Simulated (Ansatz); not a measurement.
## Cu: vibrational free energy, entropy and heat capacity

The calculation used DFT PBEsol, scalar-relativistic, plane waves, PAW in Ansatz 0.2.0. Cutoff 420 eV, 20×20×20 k-points (Γ-centred), Fermi-Dirac smearing of 0.15 eV. No spin polarisation. Phonons by linear response, acoustic sum rule imposed.

The cell, relaxed at this level:
```
Cu
1.0
     0.00000    1.78210    1.78210
     1.78210    0.00000    1.78210
     1.78210    1.78210    0.00000
Cu
1
Cartesian
  0.0000 0.0000 0.0000
```

In a metal, frequencies and elastic constants depend on the k mesh and the smearing, soft modes and shear constants most. The q mesh is coarse, so values between its points are rough.

Force constants from linear response on a 2×2×2 q mesh, interpolated to a fine mesh.

Phonon density of states, in bins of 5 cm⁻¹:
```json
{"bin centre (cm⁻¹)": "2.5", "share of modes (%)": "0.0"}
{"bin centre (cm⁻¹)": "7.5", "share of modes (%)": "0.0"}
{"bin centre (cm⁻¹)": "12.5", "share of modes (%)": "0.0"}
{"bin centre (cm⁻¹)": "17.5", "share of modes (%)": "0.0"}
{"bin centre (cm⁻¹)": "22.5", "share of modes (%)": "0.0"}
{"bin centre (cm⁻¹)": "27.5", "share of modes (%)": "0.1"}
{"bin centre (cm⁻¹)": "32.5", "share of modes (%)": "0.1"}
{"bin centre (cm⁻¹)": "37.5", "share of modes (%)": "0.1"}
{"bin centre (cm⁻¹)": "42.5", "share of modes (%)": "0.2"}
{"bin centre (cm⁻¹)": "47.5", "share of modes (%)": "0.2"}
{"bin centre (cm⁻¹)": "52.5", "share of modes (%)": "0.3"}
{"bin centre (cm⁻¹)": "57.5", "share of modes (%)": "0.3"}
{"bin centre (cm⁻¹)": "62.5", "share of modes (%)": "0.4"}
{"bin centre (cm⁻¹)": "67.5", "share of modes (%)": "0.5"}
{"bin centre (cm⁻¹)": "72.5", "share of modes (%)": "0.5"}
{"bin centre (cm⁻¹)": "77.5", "share of modes (%)": "0.6"}
{"bin centre (cm⁻¹)": "82.5", "share of modes (%)": "0.7"}
{"bin centre (cm⁻¹)": "87.5", "share of modes (%)": "0.9"}
{"bin centre (cm⁻¹)": "92.5", "share of modes (%)": "1.0"}
{"bin centre (cm⁻¹)": "97.5", "share of modes (%)": "1.2"}
{"bin centre (cm⁻¹)": "102.5", "share of modes (%)": "1.3"}
{"bin centre (cm⁻¹)": "107.5", "share of modes (%)": "1.6"}
{"bin centre (cm⁻¹)": "112.5", "share of modes (%)": "1.9"}
{"bin centre (cm⁻¹)": "117.5", "share of modes (%)": "2.3"}
{"bin centre (cm⁻¹)": "122.5", "share of modes (%)": "3.0"}
{"bin centre (cm⁻¹)": "127.5", "share of modes (%)": "3.2"}
{"bin centre (cm⁻¹)": "132.5", "share of modes (%)": "3.2"}
{"bin centre (cm⁻¹)": "137.5", "share of modes (%)": "3.3"}
{"bin centre (cm⁻¹)": "142.5", "share of modes (%)": "3.4"}
{"bin centre (cm⁻¹)": "147.5", "share of modes (%)": "3.5"}
{"bin centre (cm⁻¹)": "152.5", "share of modes (%)": "3.6"}
{"bin centre (cm⁻¹)": "157.5", "share of modes (%)": "3.7"}
{"bin centre (cm⁻¹)": "162.5", "share of modes (%)": "3.7"}
{"bin centre (cm⁻¹)": "167.5", "share of modes (%)": "3.8"}
{"bin centre (cm⁻¹)": "172.5", "share of modes (%)": "3.9"}
{"bin centre (cm⁻¹)": "177.5", "share of modes (%)": "4.0"}
{"bin centre (cm⁻¹)": "182.5", "share of modes (%)": "2.6"}
{"bin centre (cm⁻¹)": "187.5", "share of modes (%)": "2.4"}
{"bin centre (cm⁻¹)": "192.5", "share of modes (%)": "2.4"}
{"bin centre (cm⁻¹)": "197.5", "share of modes (%)": "2.3"}
{"bin centre (cm⁻¹)": "202.5", "share of modes (%)": "2.3"}
{"bin centre (cm⁻¹)": "207.5", "share of modes (%)": "2.2"}
{"bin centre (cm⁻¹)": "212.5", "share of modes (%)": "2.1"}
{"bin centre (cm⁻¹)": "217.5", "share of modes (%)": "1.9"}
{"bin centre (cm⁻¹)": "222.5", "share of modes (%)": "1.3"}
{"bin centre (cm⁻¹)": "227.5", "share of modes (%)": "2.4"}
{"bin centre (cm⁻¹)": "232.5", "share of modes (%)": "4.3"}
{"bin centre (cm⁻¹)": "237.5", "share of modes (%)": "5.0"}
{"bin centre (cm⁻¹)": "242.5", "share of modes (%)": "5.2"}
{"bin centre (cm⁻¹)": "247.5", "share of modes (%)": "3.3"}
{"bin centre (cm⁻¹)": "252.5", "share of modes (%)": "2.2"}
{"bin centre (cm⁻¹)": "257.5", "share of modes (%)": "1.2"}
{"bin centre (cm⁻¹)": "262.5", "share of modes (%)": "0.2"}
```

(1) What is the zero-point energy per atom?

(2) How large are the vibrational entropy and heat capacity at 300 K?

(3) Tabulate them against temperature.

Results:

(1) 32.4 meV.

(2) S = 3.78 k_B and C_V = 2.82 k_B per atom, 94 % of the Dulong–Petit value.

(3)
```csv
T (K),F_vib (meV/atom),S (k_B/atom),C_V (k_B/atom)
100,29.3,1.10,1.83
200,12.6,2.68,2.62
300,-15.5,3.78,2.82
400,-51.8,4.61,2.90
500,-94.4,5.26,2.93
600,-142.1,5.79,2.95
700,-194.0,6.25,2.97
800,-249.6,6.65,2.97
900,-308.5,7.00,2.98
1000,-370.1,7.31,2.98
```

Cost: 1 run of about 0.67 core-minutes, on Intel Xeon 6975P-C (Granite Rapids) (shared hosts).